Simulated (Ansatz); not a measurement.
# AlNi3: relaxation of cell and atoms with PBEsol

Crystal: AlNi3.

```xyz
4
Lattice="3.5231 0.0000 0.0000 0.0000 3.5231 0.0000 0.0000 0.0000 3.5231" Properties=species:S:1:pos:R:3 pbc="T T T"
Ni    1.7615    1.7615    0.0000
Ni    1.7615    0.0000    1.7615
Ni    0.0000    1.7615    1.7615
Al    0.0000    0.0000    0.0000
```

The cell is a database's computed one.

```
Program             : Ansatz 0.2.0
Task                : relaxation of cell and atoms
Functional          : PBEsol
Potentials or basis : all-electron LAPW, scalar-relativistic
Basis error allowed : 0.002 eV/atom
k mesh              : 8 × 8 × 8
Occupations         : fermi-dirac, width 0.05 eV
Spin                : collinear spin, ferromagnetic start
Starting moments    : [1.0, 1.0, 1.0, 0.0] μB
```

```json
{
 "Relaxed volume": "10.89 Å³/atom",
 "Relaxed cell": "a = 3.519 Å, b = 3.519 Å, c = 3.519 Å, α = 90.00°, β = 90.00°, γ = 90.00°",
 "Space group after relaxing (to 0.05 Å)": "Pm-3m (No. 221)",
 "Energy gained by relaxing": "0.1 meV/atom",
 "Ionic steps": "4",
 "Pressure after relaxing": "0.0 GPa",
 "Net moment": "0.66 μB per cell",
 "Absolute moment": "0.81 μB per cell",
 "Site moments": "Ni +0.24; Al -0.02 μB"
}
```

The path:
```csv
step,energy change (eV),largest force (eV/Å),volume (Å³)
1,0.0000,0.0000,43.73
2,-0.0003,0.0000,43.65
3,-0.0003,0.0000,43.58
4,-0.0003,0.0000,43.58
```

Final structure:
```
Ni Al
1.0
     3.51896    0.00000    0.00000
     0.00000    3.51896    0.00000
     0.00000    0.00000    3.51896
Ni Al
3 1
Cartesian
  1.7595 1.7595 0.0000
  1.7595 0.0000 1.7595
  0.0000 1.7595 1.7595
  0.0000 0.0000 0.0000
```

It took 43 s on 4 threads of Arm Neoverse V1 (shared host), peak memory 0.7 GiB.
